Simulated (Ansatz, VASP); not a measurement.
MgS: VASP beside Ansatz

Contents of POSCAR:

```
MgS
1.0
    0.0000000000      2.6015176528      2.6015176528
    2.6015176528      0.0000000000      2.6015176528
    2.6015176528      2.6015176528      0.0000000000
Mg S
1 1
Direct
    0.0000000000      0.0000000000      0.0000000000
    0.5000000000      0.5000000000      0.5000000000
```

File INCAR.step1:

```
  PREC = Accurate
  ENCUT = 520
  EDIFF = 1E-5
  ISMEAR = 0
  SIGMA = 0.01
  LREAL = False
  LASPH = True
  NELM = 100
  ALGO = Normal
  ISIF = 2
  LWAVE = True
  LCHARG = False
  GGA = PE
  NBANDS = 11
```

INCAR.step2

```
  PREC = Accurate
  ENCUT = 520
  EDIFF = 1E-7
  ISMEAR = 0
  SIGMA = 0.01
  LREAL = False
  LASPH = True
  NELM = 100
  ALGO = Normal
  ISIF = 2
  LWAVE = False
  LCHARG = False
  METAGGA = R2SCAN
  LHFCALC = True
  AEXX = 0.25
  LMIXTAU = True
  PRECFOCK = Normal
  ISTART = 1
  NBANDS = 11
```

KPOINTS

```
regular mesh
0
Gamma
  6 6 6
```

Input for Ansatz:

```yaml
crystal:
  lattice:
    - [0.0, 2.6015176528, 2.6015176528]
    - [2.6015176528, 0.0, 2.6015176528]
    - [2.6015176528, 2.6015176528, 0.0]
  atoms:
    - { symbol: Mg, position: [0.0, 0.0, 0.0] }
    - { symbol: S, position: [0.5, 0.5, 0.5] }
kpoints:
  mp_grid: { grid: [6, 6, 6] }
  band_path:
    path:
      - [0.0, 0.0, 0.0]
      - [0.5, 0.0, 0.5]
      - [0.625, 0.25, 0.625]
      - [0.375, 0.375, 0.75]
      - [0.5, 0.5, 0.5]
      - [0.5, 0.25, 0.75]
      - [0.0, 0.5, 0.5]
    npoints: 1
hamiltonian:
  xc: r2scan0
scf:
  occupations: { method: fixed }
  n_extra_bands: 4
output:
  forces: true
  stress: true
  eigenvalues: true
```

Alike in both runs: task single point; functional r2SCAN0; k mesh 6 × 6 × 6; no spin polarisation.

```csv
,VASP,Ansatz
version,VASP 6.6.1,Ansatz 0.2.0
potentials or method,"VASP PAW PBE potentials, release 64 (Mg, S)","plane waves, PAW"
plane-wave cutoff (eV),520,500
occupations,"gaussian, width 0.01 eV",fixed
valence electrons in the cell,8,16
```

Ansatz gave:

```
gap on the k mesh at the Fermi level (eV) : 4.96
pressure (GPa)                            : -0.8
```

**Question.** Which values does VASP return?

**Answer.** gap on the k mesh at the Fermi level (eV): 4.91; pressure (GPa): -1.3.

The two sets of potentials don't hold the same shells in valence. Ansatz warned: «stress_exchange_threshold_loose».

Caveats: the PAW data sets were made with another functional, which shifts forces and pressure a little (VASP). A k mesh can miss the band edges.
